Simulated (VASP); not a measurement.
## Results of a VASP single-point calculation on GaN (strained zincblende)

POSCAR

```
Ga N
 1.0000000000000000
     0.0000000000000000    2.2489525411000000    2.3164211173000000
     2.2489525411000000    0.0000000000000000    2.3164211173000000
     2.2489525411000000    2.2489525411000000    0.0000000000000000
 Ga  N
   1   1
Cartesian
  0.0000000000000000  0.0000000000000000  0.0000000000000000
  1.1244762705500000  1.1244762705500000  1.1582105586500002
```

- gap between bands v and c: 1.52 eV
- least direct gap: 1.52 eV

Band v is the last that the valence electrons fill when counted band by band, and c is the next. Levels in eV from the top of v:

```
point    v−1      v     c    c+1
    Γ   0.00   0.00  1.52  10.09
    X  -2.52  -2.52  3.43   6.77
    K  -4.16  -2.22  4.82   7.54
    L  -1.10  -0.87  4.41   8.56
    W  -3.63  -3.57  6.20   8.10
```

Question: Which of these levels of theory gave these results?
A. r²SCAN
B. PBE with spin–orbit coupling
C. PBE0
D. LDA
E. HSE06
F. PBE
G. PBEsol

Answer: F.

The INCAR was:

```
SIGMA = 0.02
EDIFF = 1E-7
PREC = Accurate
LWAVE = .FALSE.
ISMEAR = -1
GGA = PE
NELM = 120
LCHARG = .FALSE.
NBANDS = 16
LREAL = .FALSE.
LASPH = .TRUE.
ISIF = 2
NSW = 0
ENCUT = 520
IBRION = -1
```
